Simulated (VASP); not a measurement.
# Sn: single point with PBEsol

Sn:

```
Sn
1.0
    -1.74308    1.74308    2.04622
     1.74308   -1.74308    2.04622
     1.74308    1.74308   -2.04622
Sn
1
Direct
  0.00000 0.00000 0.00000
```

The cell isn't the ideal one: strain -0.080 along x and y, +0.080 along z, atoms carried along.

| Property | Result |
| --- | --- |
| Program | VASP 6.6.1 |
| Task | single point |
| Functional | PBEsol |
| Potentials or basis | VASP PAW PBE potentials, release 64 (Sn_d) |
| Cutoff | 520 eV |
| k mesh | 18 × 18 × 18 |
| Occupations | gaussian, width 0.15 eV |
| Spin | no spin polarisation |
| Dipole correction | no |
| Further INCAR settings | ALGO = Fast; EDIFF = 1e-07; NBANDS = 13 |

* Pressure: 3.6 GPa
* Band gap on the k mesh: none (metal or under the smearing width)

Stress tensor (GPa, compression positive):
```
3.86 0.00 0.00
0.00 3.86 0.00
0.00 0.00 3.03
```

Levels at points of the mesh, in eV from the Fermi level:
```
           k point  band 4  band 5  band 6  band 7  band 8  band 9  band 10  band 11
(0.00, 0.00, 0.00)  -21.43  -21.36  -11.83    8.32    8.70    8.70    11.13    12.57
(0.50, 0.00, 0.00)  -21.35  -21.28   -6.86   -5.09    4.77    6.59     9.48     9.58
(0.50, 0.50, 0.00)  -21.33  -21.25   -5.79   -4.58    2.73    3.86     6.93     7.00
(0.50, 0.50, 0.50)  -21.28  -21.28   -2.83   -2.51    0.54    0.54     3.98     4.66
```

Run time: 110 s on 1 thread of AMD EPYC 7R13 Processor (Zen 3), on a shared host, peak memory 0.22 GiB.

Caveat: the PAW data sets were made with another functional, which shifts forces and pressure a little.
